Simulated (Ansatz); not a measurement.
SiNi3 in Ansatz: the effect of fixed moment

The system is SiNi3.

```
Ni Si
1.0
     1.29280    0.74640    7.66199
    -1.29280    0.74640    7.66199
     0.00000   -1.49280    7.66199
Ni Si
3 1
Direct
  0.25473 0.25473 0.25473
  0.50000 0.50000 0.50000
  0.74527 0.74527 0.74527
  0.00000 0.00000 0.00000
```

The cell comes from a database or a generator and needn't be the stable form of this composition.

Alike in all runs:

```yaml
Program: Ansatz 0.2.0
Task: single point
Functional: PBEsol
Potentials_or_basis: Ansatz PAW
Cutoff: "420 eV (not typed: the program's choice for these potentials)"
k_mesh: 10 × 10 × 10
Occupations: fermi-dirac, width 0.05 eV
```

```csv
fixed moment,spin,starting moments,energy over the lowest run (meV/atom),pressure (GPa),largest force (eV/Å)
0,"collinear spin, program default start",-,3.6,-6.4,0.07
0.8,"collinear spin, ferromagnetic start","[0.2666666667, 0.2666666667, 0.2666666667, 0.0] μB",0.0,-6.0,0.03
1.5,"collinear spin, ferromagnetic start","[0.5, 0.5, 0.5, 0.0] μB",20.6,-5.0,0.10
2.2,"collinear spin, ferromagnetic start","[0.7333333333, 0.7333333333, 0.7333333333, 0.0] μB",69.3,-3.1,0.29
3,"collinear spin, ferromagnetic start","[1.0, 1.0, 1.0, 0.0] μB",178.1,-0.5,0.59
3.8,"collinear spin, ferromagnetic start","[1.2666666667, 1.2666666667, 1.2666666667, 0.0] μB",357.9,2.9,0.85
4.5,"collinear spin, ferromagnetic start","[1.5, 1.5, 1.5, 0.0] μB",578.5,6.9,1.11
6,"collinear spin, ferromagnetic start","[2.0, 2.0, 2.0, 0.0] μB",?,?,?
```

Question: What does the run with fixed moment 6 give?

Answer: Energy over the lowest run 1311.7 meV/atom; pressure 18.7 GPa; largest force 1.72 eV/Å.

Worked out: A parabola through the other rows of the energy over the lowest run, of slope 441 meV/atom per unit of fixed moment there, extrapolates to 1132.9 meV/atom, against the run's 1311.7. The fit is too stiff a form for this range. A parabola through the other rows of the pressure, of slope 7.83 GPa per unit of fixed moment there, extrapolates to 17.1 GPa, against the run's 18.7. A parabola through the other rows of the largest force, of slope 0.667 eV/Å per unit of fixed moment there, extrapolates to 2.02 eV/Å, against the run's 1.72. The fit is too stiff a form for this range.

Caveats: the total moment is fixed, so each spin has its own Fermi level; the PAW data sets come from PBE, with cores solved anew for the run's functional, which leaves a small shift of forces and pressure; the thresholds are loose for stress; forces of over 1 eV/Å show positions far from the minimum, so gaps and moduli don't describe the material at rest (some runs).
